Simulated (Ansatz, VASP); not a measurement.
## One calculation of BN, two programs

```
B N
1.0
     0.00000    1.80285    1.80285
     1.80285    0.00000    1.80285
     1.80285    1.80285    0.00000
B N
1 1
Direct
  0.00000 0.00000 0.00000
  0.75000 0.75000 0.75000
```

Alike in both runs: functional PBEsol; k mesh 12 × 12 × 12; no spin polarisation.

Ansatz relaxed the structure, and its values are those at the end. VASP's run is a single point on that final structure, the one shown.

|  | VASP | Ansatz |
| --- | --- | --- |
| version | VASP 6.6.1 | Ansatz 0.2.0 |
| potentials or method | VASP PAW PBE potentials, release 64 (B, N) | scalar-relativistic, plane waves, PAW |
| plane-wave cutoff (eV) | 520 | 420 |
| occupations | gaussian, width 0.01 eV | fixed |
| valence electrons in the cell | 8 | 8 |

```csv
,VASP,Ansatz,Ansatz less VASP
gap on the k mesh at the Fermi level (eV),4.28,4.30,+0.013
least direct gap on the mesh (eV),8.80,8.81,+0.009
pressure (GPa),0.6,0.0,-0.63
```

Caveats: the PAW data sets were made with another functional, which shifts forces and pressure a little (VASP). A k mesh can miss the band edges.
